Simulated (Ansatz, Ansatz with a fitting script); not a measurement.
# SiC (F-43m): the order of polymorphs from LDA to RPA, part 2 of 2

Wanted: the order of polymorphs of SiC (F-43m), rung by rung, with cost.

Ansatz 0.2.0; density functionals and EXX+RPA, plane waves.

So far: Relax (relaxation of P6_3mc); Scf lda (preparation); Energy LDA (polymorph F-43m); Energy PBE (polymorph F-43m); Energy PBE-D3(BJ) (polymorph F-43m); Energy HSE06 (polymorph F-43m).

## 10. Energy HSE06-D3(BJ) (polymorph F-43m)

This step: DFT, HSE06 with D3(BJ) dispersion, plane waves, PAW.

Input file input.yaml:

```yaml
crystal:
  lattice:
    - [0.0, 2.1642378431, 2.1642378431]
    - [2.1642378431, 0.0, 2.1642378431]
    - [2.1642378431, 2.1642378431, 0.0]
  atoms:
    - { symbol: Si, position: [0.0, 0.0, 0.0] }
    - { symbol: C, position: [0.25, 0.25, 0.25] }
kpoints:
  mp_grid: { grid: [6, 6, 6] }
hamiltonian:
  xc: hse06
  pseudopotentials: { kind: paw, source: ansatz }
  dispersion: d3bj
scf:
  occupations: { method: fixed }
  n_extra_bands: 4
  convergence: { dr2_threshold: 1.0e-09 }
output:
  eigenvalues: true
```

On the command line:

```sh
ansatz run input.yaml --threads 8 --pin off --max-ram 18432MiB --backend cpu --events-out ev --progress --plain --runs-dir out
```

Numbers of over 12 decimals in the logs are rounded to 6 here.

Output:

```text
[...]
Crystal: 2 atoms, lattice volume = 20.274 Å³
Basis set: ecut = 820 eV, 1067 PW (Γ)
Bands: 8, of which v1, the nominal top of the filled ones, is band 4 counted from 1 (3 counted from 0)
Symmetry: 24 space group operations
[...]
k-points: 16 of 216 (time reversal used)
[...]
SCF iter   1: F=—  HF=-889.299385 eV  |F-HF|=—  |Δ(HF+E_count)|=         —  Δρ=1.45e-1  dr2=5.07e0  ethr=1.00e-1  ⟨swp⟩=4.5  Hψ=512  notcnv=0
[...]
SCF iter   2: F=-888.350940 eV  HF=-888.350940 eV  |F-HF|=3.49e-10  |Δ(HF+E_count)|=   8.40e-9  Δρ=3.39e-6  dr2=8.47e-10  ethr=4.50e-12  ⟨swp⟩=3.2  Hψ=836  notcnv=0
SCF 3 converged in 2 iterations: F = -888.350940 eV  dr2 = 8.47e-10
[...]
Free energy (F): -888.350940 eV
Frozen-core exchange: fock
[...]
Internal energy: -888.350940 eV  (E = F + TS)
E sigma→0 (E₀):  -888.350940 eV
Fermi energy:    9.160905 eV
[...]
--- Band table (eV; the first three rows and the last of 16) ---
[...]
```

The job ended after 2.1 s (8 threads of Arm Neoverse V2, shared host; peak memory 0.97 GiB).

Total energy -888.3509 eV.

## 11. Energy RPA (polymorph F-43m)

The RPA correlation energy is summed at several response cutoffs, since it converges slowly from above.

This step: EXX+RPA on LDA, plane waves, norm-conserving pseudopotentials.

input.yaml, the sections that differ from step 10:

```yaml
hamiltonian:
  xc: lda
  pseudopotentials: { kind: nc, xc_functional: pbe }
scf:
  occupations: { method: fixed }
  convergence: { dr2_threshold: 1.0e-09 }
output:
  rpa_energy:
    ecut_chi_ladder: [204, 238, 272, 306, 340]
    long_wavelength: optical_limit
    n_empty_bands: 102
basis:
  ecutwfc: 1115.666836
  xc_grid: 3
# crystal, kpoints: as in step 10
```

Output:

```text
[...]
Crystal: 2 atoms, lattice volume = 20.274 Å³
Basis set: ecut = 1115.666836 eV, 1687 PW (Γ), exchange–correlation on 108×108×108 points (27 copies of the dense FFT grid, shifted against one another)
Bands: 8, of which v1, the nominal top of the filled ones, is band 4 counted from 1 (3 counted from 0)
Symmetry: 24 space group operations
[...]
k-points: 16 of 216 (time reversal used)
[...]
SCF iter   1: F=—  HF=-280.609710 eV  |F-HF|=—  |Δ(HF+E_count)|=         —  Δρ=1.42e-1  dr2=4.84e0  ethr=3.10e-3  ⟨swp⟩=4.4  Hψ=924  notcnv=0  defer=26
[...]
SCF iter   8: F=-279.024359 eV  HF=-279.024359 eV  |F-HF|=1.02e-12  |Δ(HF+E_count)|=  2.53e-10  Δρ=3.50e-7  dr2=8.12e-12  ethr=1.25e-11  ⟨swp⟩=3.4  Hψ=573  notcnv=0
SCF 1 converged in 8 iterations: F = -279.024359 eV  dr2 = 8.12e-12
NSCF: frozen V_eff on 16 k-points
EXX+RPA screening: q 1/16 (q-point 6)
EXX+RPA screening: q 2/16 (q-point 7)
EXX+RPA screening: q 3/16 (q-point 8)
EXX+RPA screening: q 4/16 (q-point 11)
EXX+RPA screening: q 5/16 (q-point 14)
EXX+RPA screening: q 6/16 (q-point 15)
EXX+RPA screening: q 7/16 (q-point 9)
EXX+RPA screening: q 8/16 (q-point 12)
EXX+RPA screening: q 9/16 (q-point 16)
EXX+RPA screening: q 10/16 (q-point 2)
EXX+RPA screening: q 11/16 (q-point 3)
EXX+RPA screening: q 12/16 (q-point 5)
EXX+RPA screening: q 13/16 (q-point 10)
EXX+RPA screening: q 14/16 (q-point 4)
EXX+RPA screening: q 15/16 (q-point 13)
EXX+RPA screening: q 16/16 (q-point 1)
[...]
SCF converged after 8 iterations
Free energy (F): -279.024359 eV
[...]
Internal energy: -279.024359 eV  (E = F + TS)
E sigma→0 (E₀):  -279.024359 eV
Fermi energy:    9.724538 eV
[...]
--- Band table (eV; the first three rows and the last of 16) ---
[...]
--- EXX+RPA: 6×6×6 mesh (16 irreducible q, 1255/3456 k–q pairs), 106 bands' worth read of 111 solved (the sum completed by the states above those read; Γ's head and wings end at those read), 4 occupied, 12 to 15 frequency nodes, the response taken to reach 994.2 eV, pair-density box ratio 4, q→0 included in E_x (Coulomb truncated on the Wigner–Seitz cell) and E_c (k·p head, wings) ---
  smallest occupied→empty transition 1.173e0 eV, smallest direct gap 4.438e0 eV
  indirect gap at most 1.173e0 eV, over 16 k-points of the mesh
  bands read: the sum over 106 bands ends inside a degenerate multiplet in 1 slot, whose members it reads at an even weight; the widest, k=3: bands 106 to 107 (counted from 1) at 1/2 each
  E_x                     =       -74.552828 eV
  E_xc[n_v+n_c], E_xc[n_v] =      -102.627085, -82.669207 eV (parent functional, the pass's orbitals; any nonlocal part keeps n_c)
  E_c ladder  E_cut^χ (eV)   ⟨N_G⟩      E_cut^sphere (eV)      E_c (eV)
                  204.00      133.4            203.23        -12.637546
                  238.00      169.5            238.44        -12.793976
                  272.00      206.2            271.73        -12.895980
                  306.00      247.1            306.57        -12.973207
                  340.00      289.3            340.53        -13.029447
  E_c(E_cut→∞)            =       -13.365776 ± 0.001489 eV  (E_cut^-3/2 fit over 5 rungs)
  S(q), 6 of 15 wave vectors   |q| (1/Å)       S_0(q)   S_0 (bands read)   S_RPA(q)   (top rung; structure_factors; the frequency nodes sum S_0 to within 1.4e-6)
    ( 0.0000,  0.0000,  0.1667)    0.41904     0.056134           0.056093   0.023848
    ( 0.0000,  0.1667,  0.1667)    0.48386     0.073856           0.073801   0.031718
    ( 0.0000,  0.1667, -0.1667)    0.68429     0.131599           0.131483   0.061709
    ( 0.0000,  0.1667,  0.3333)    0.80240     0.169561           0.169399   0.083422
    ( 0.0000,  0.0000,  0.3333)    0.83808     0.176564           0.176383   0.089724
    ( 0.0000,  0.3333,  0.3333)    0.96773     0.225097           0.224858   0.118219
  core–valence xc dropped  : E_EXX =      -250.950102 eV   E_EXX+RPA =      -264.315878 eV
  core–valence xc semilocal: E_EXX =      -270.907980 eV   E_EXX+RPA =      -284.273756 eV
```

Wall time 30 s (8 threads); peak memory 0.67 GiB; 3.5 min of CPU time.

Numbers from this step:

* exact exchange energy: -74.5528 eV
* RPA correlation energy: -13.37 eV

Extrapolated from these cutoffs, the correlation energy is -6.68 eV per atom (fit error 0.00); such a limit moves with the range of cutoffs.

RPA ladder, by row:

```csv
response cutoff (eV),mean plane waves,sphere-equivalent cutoff (eV),correlation energy (eV)
204,133.4,203.2,-12.64
238,169.5,238.4,-12.79
272,206.2,271.7,-12.9
306,247.1,306.6,-12.97
340,289.3,340.5,-13.03
```

## 12. Energy Hartree-Fock on PAW files (polymorph F-43m)

Exact exchange on orbitals of the same functional is the other half of the RPA total energy; it is taken from PAW data, not from the files of the RPA run.

This step: Hartree-Fock energy on orbitals of LDA, plane waves, PAW.

input.yaml, the sections that differ from step 11:

```yaml
hamiltonian:
  xc: lda
  pseudopotentials: { kind: paw, source: ansatz, frozen_core: stored }
output:
  embedding: [{ level: hf }]
basis:
  ecutwfc: 1000
# crystal, kpoints, scf: as in step 11
```

Output:

```text
Warning: <dir> the record states the generating functional pbe (its physics header spells it `PBE`), which answers neither for hamiltonian.xc's functional nor for the lda family's, and the run keeps its frozen core as the file was made (hamiltonian.pseudopotentials.frozen_core says where one is remade) — results may be inconsistent (PPs are generated against a specific XC)
[...]
Crystal: 2 atoms, lattice volume = 20.274 Å³
Basis set: ecut = 1000 eV, 1459 PW (Γ)
Bands: 8, of which v1, the nominal top of the filled ones, is band 4 counted from 1 (3 counted from 0)
Symmetry: 24 space group operations
[...]
k-points: 16 of 216 (time reversal used)
[...]
SCF iter   1: F=—  HF=-853.703947 eV  |F-HF|=—  |Δ(HF+E_count)|=         —  Δρ=1.43e-1  dr2=4.98e0  ethr=3.10e-3  ⟨swp⟩=5.1  Hψ=917  notcnv=0  defer=26
[...]
SCF iter   8: F=-852.058778 eV  HF=-852.058778 eV  |F-HF|=5.68e-13  |Δ(HF+E_count)|=   1.97e-9  Δρ=1.81e-7  dr2=1.86e-12  ethr=1.25e-11  ⟨swp⟩=4.6  Hψ=628  notcnv=0
SCF 1 converged in 8 iterations: F = -852.058778 eV  dr2 = 1.86e-12
[...]
Embedding: level 1/1
SCF converged after 8 iterations
Free energy (F): -852.058778 eV
[...]
Internal energy: -852.058778 eV  (E = F + TS)
E sigma→0 (E₀):  -852.058778 eV
Fermi energy:    9.573833 eV
[...]
--- Band table (eV; the first three rows and the last of 16) ---
[...]
--- Embedding: other levels on nested regions, to first order at the run's own orbitals ---
  hf on the whole cell: 4 occupied orbitals
    hf − lda = -17.119763 eV: smooth +112.442672, one-centre -55.545371, exact exchange -74.017064 eV
  E of the run      =      -852.058778 eV
  E with the levels =      -869.178542 eV; the forces and the stress are the run's own
```

Run time: 6.6 s. Hardware: 8 threads; peak memory 1.8 GiB; 51 s of CPU time.

Numbers from this step:

```
Hartree-Fock energy on these orbitals : -869.1785 eV
```

## 13. All cells and rungs

The same runs were made at every cell; a script gathers them. RPA correlation comes from norm-conserving files. It is added to exact exchange from a separate PAW run with frozen cores, on orbitals of the same functional but not those of the RPA run. Both sets of files were made for PBE. One row takes the correlation at one cutoff for all cells, another carries it to the limit cell by cell, where the extrapolations scatter.

Cells, by row:

```csv
polymorph,atoms,volume per formula unit (Å³)
F-43m (216),2,20.27
P6_3mc (186),4,20.28
```

Energy less that of the first cell; no zero-point or thermal terms; the two rows with exchange from PAW are two estimates of the RPA value: one cutoff favours the denser form, the extrapolation scatters; the order is settled only where both agree in sign beyond some 15 meV. Ladder, by row:

```csv
level,"F-43m (216), meV per formula unit","P6_3mc (186), meV per formula unit","wall time, all cells (s)"
LDA,0,4.3,1.95
PBE,0,5.5,2.02
PBE-D3(BJ),0,6.7,2.12
HSE06,0,2.8,6.92
HSE06-D3(BJ),0,2.7,6.74
"EXX (PAW, exact core-valence exchange)",0,12.8,-
"EXX+RPA, exchange from PAW, correlation at one sphere-equivalent cutoff of 323 eV",0,8.9,211.1
"EXX+RPA, exchange from PAW, correlation extrapolated in each cell",0,8.8,211.1
"EXX+RPA on norm-conserving files alone at that cutoff, core-valence term dropped",0,9,211.1
"EXX+RPA on norm-conserving files alone at that cutoff, core-valence term semilocal",0,10.9,211.1
RPA correlation,0,-3.8,211.1
```

## 14. Summary of results

| Property | Result |
| --- | --- |
| LDA | lowest: F-43m (216) |
| PBE | lowest: F-43m (216) |
| PBE-D3(BJ) | lowest: F-43m (216) |
| HSE06 | lowest: F-43m (216) |
| HSE06-D3(BJ) | lowest: F-43m (216) |
| EXX+RPA, exchange from PAW, correlation at one sphere-equivalent cutoff of 323 eV | lowest: F-43m (216) |
| EXX+RPA, exchange from PAW, correlation extrapolated in each cell | lowest: F-43m (216) |
| RPA settings | 6×6×6 and 6×6×3 mesh, response cutoffs up to 340 eV |

**Reading.** Against the first cell the two RPA rows with exchange from PAW give P6_3mc (186) 9 to 9 meV per formula unit; neither is exact, since one cutoff truncates unlike cells unequally and the extrapolation scatters. They disagree or lie within 15 meV of zero, so the order is not settled. RPA puts F-43m (216) lowest of the 2 forms run, which need not hold the ground state; LDA, PBE, PBE-D3(BJ), HSE06 and HSE06-D3(BJ) agree. Energies are for static lattices at cells relaxed by one functional; vibrations can shift such differences by some meV per atom. Each cell's own extrapolation carries a fit error of up to 1 meV per atom, and its limit still moves with the cutoffs, so totals aren't converged; only differences at equal settings are used. RPA is evaluated on semilocal orbitals, not self-consistently, on a coarse mesh. The cells differ in size and shape, so mesh and cutoff errors cancel only in part.

[Paths, hosts, dates, memory and timing lines, banners, echoed tables and standing remarks are left out of the program output.]

[Logs are printed without paths, hosts, clocks, repeated set-up lines and the standing remarks that a program may print on its own settings, such as how far it seeks lower states.]

[Runs of the session that timed out or met a known fault of the program may be left out.]

[Hosts, paths, dates, database ids (printed as entryN), source tags and the programs' standing remarks are cut or masked in the printed files.]
